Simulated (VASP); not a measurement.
Input:

```xyz
6
Lattice="4.5110 0.0000 0.0000 0.0000 4.5110 0.0000 0.0000 0.0000 2.9439" Properties=species:S:1:pos:R:3 pbc="T T T"
Ge     0.0000     0.0000     0.0000
Ge     2.2555     2.2555     1.4719
O      1.3814     1.3814     0.0000
O      3.6369     0.8741     1.4719
O      0.8741     3.6369     1.4719
O      3.1296     3.1296     0.0000
```

Calculation: PBEsol GGA, VASP's PBE PAW potentials (set 64) (plane waves; VASP). Numerical set-up: 520 eV cut-off, 5×5×8 Γ-centred mesh, Gaussian smearing of 0.050 eV, potentials Ge_d O.

### Question
The ions and cell shape at fixed volume are relaxed. Give the cell that the relaxation ends in.

### Answer

```xyz
6
Lattice="4.5408 0.0000 0.0000 0.0000 4.5408 0.0000 0.0000 0.0000 2.9054" Properties=species:S:1:pos:R:3 pbc="T T T"
Ge     0.0000     0.0000     0.0000
Ge     2.2704     2.2704     1.4527
O      1.4024     1.4024     0.0000
O      3.6728     0.8680     1.4527
O      0.8680     3.6728     1.4527
O      3.1384     3.1384     0.0000
```
Space group P4_2/mnm (136), at a tolerance of 0.03 Å.

### Question
How much energy does the relaxation gain?

### Answer
The energy (σ→0) changes by -3.1 meV/atom, in 5 ionic steps.

The compound is GeO2 in the rutile structure. This cell is one point of a volume scan, at 1.06 of the reference volume. Symmetry was kept, so distortions that lower it aren't found.
